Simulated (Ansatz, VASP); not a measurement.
## Two plane-wave programs on HfO2

The input INCAR:

```
SYSTEM = HfO2
PREC     = Accurate       ! precision mode
ENCUT    = 580            ! plane-wave cutoff, eV
EDIFF    = 1E-6           ! SCF threshold, eV
ISMEAR   = -1             ! smearing method
SIGMA    = 0.05           ! smearing width, eV
LREAL    = .FALSE.        ! projectors in reciprocal space
LASPH    = .TRUE.         ! aspherical terms in the spheres
NELM     = 60             ! most SCF steps
ALGO     = Fast           ! electronic algorithm
ISIF     = 3              ! what is computed and relaxed
LWAVE    = .FALSE.        ! write WAVECAR
LCHARG   = .FALSE.        ! write CHGCAR
GGA      = PE             ! functional
IBRION   = 2              ! ionic algorithm
NSW      = 60             ! ionic steps
EDIFFG   = -0.01          ! ionic threshold
```

File KPOINTS:

```
regular mesh
0
G
  6 6 8
  0 0 0
```

File POSCAR:

```
HfO2
1.0
    4.8135329900      0.0000000000      0.0000000000
    0.0000000000      4.8135329900      0.0000000000
    0.0000000000      0.0000000000      3.2054154100
Hf O
2 4
Direct
    0.5000000000      0.5000000000      0.5000000000
    0.0000000000      0.0000000000      0.0000000000
    0.8050448800      0.1949551200      0.5000000000
    0.6949551200      0.6949551200      0.0000000000
    0.3050448800      0.3050448800      0.0000000000
    0.1949551200      0.8050448800      0.5000000000
```

File input.yaml:

```yaml
crystal:
  lattice:
    - [4.81353299, 0.0, 0.0]
    - [0.0, 4.81353299, 0.0]
    - [0.0, 0.0, 3.20541541]
  atoms:
    - { symbol: Hf, position: [0.5, 0.5, 0.5] }
    - { symbol: Hf, position: [0.0, 0.0, 0.0] }
    - { symbol: O, position: [0.80504488, 0.19495512, 0.5] }
    - { symbol: O, position: [0.69495512, 0.69495512, 0.0] }
    - { symbol: O, position: [0.30504488, 0.30504488, 0.0] }
    - { symbol: O, position: [0.19495512, 0.80504488, 0.5] }
hamiltonian:
  xc: pbe
  pseudopotentials: { kind: paw }
kpoints:
  mp_grid: { grid: [6, 6, 8] }
scf:
  occupations: { method: fermi_dirac, width: 0.05 }
output:
  forces: true
  stress: true
  eigenvalues: true
relax:
  f_tol: 0.01
  max_steps: 40
  cell: { stress_tol: 0.05 }
```

Measurements of this composition are mostly on another form, of space group No. 14.

Alike in both runs: task relaxation of cell and atoms; functional PBE; k mesh 6 × 6 × 8; occupations fermi-dirac, width 0.05 eV; no spin polarisation.

|  | VASP | Ansatz |
| --- | --- | --- |
| version | VASP 6.6.1 | Ansatz 0.2.0 |
| potentials or method | VASP PAW PBE potentials, release 54 (Hf, O) | Ansatz PAW |
| plane-wave cutoff (eV) | 580 | 420 |
| valence electrons in the cell | 32 | 76 |

VASP gave:

```
gap on the k mesh at the Fermi level, each at its own relaxed structure (eV) : 3.85
relaxed volume (Å³/atom)                                                     : 12.69
relaxed cell length with the largest relative difference (Å)                 : 3.223
energy change over the relaxation (meV/atom)                                 : -5
```

Question: Which values does Ansatz return?

Answer: gap on the k mesh at the Fermi level, each at its own relaxed structure (eV): 3.90; relaxed volume (Å³/atom): 12.85; relaxed cell length with the largest relative difference (Å): 3.238; energy change over the relaxation (meV/atom): -12.

The two sets of potentials don't hold the same shells in valence.

Caveats: spin-orbit coupling is left out, which moves the levels of the heavy elements; the plane-wave basis is chosen anew once the cell has moved, so the energies of steps on either side of that aren't comparable (Ansatz); the pressure holds a Pulay correction of +0.7 GPa for the finite cutoff (Ansatz). A k mesh can miss the band edges.
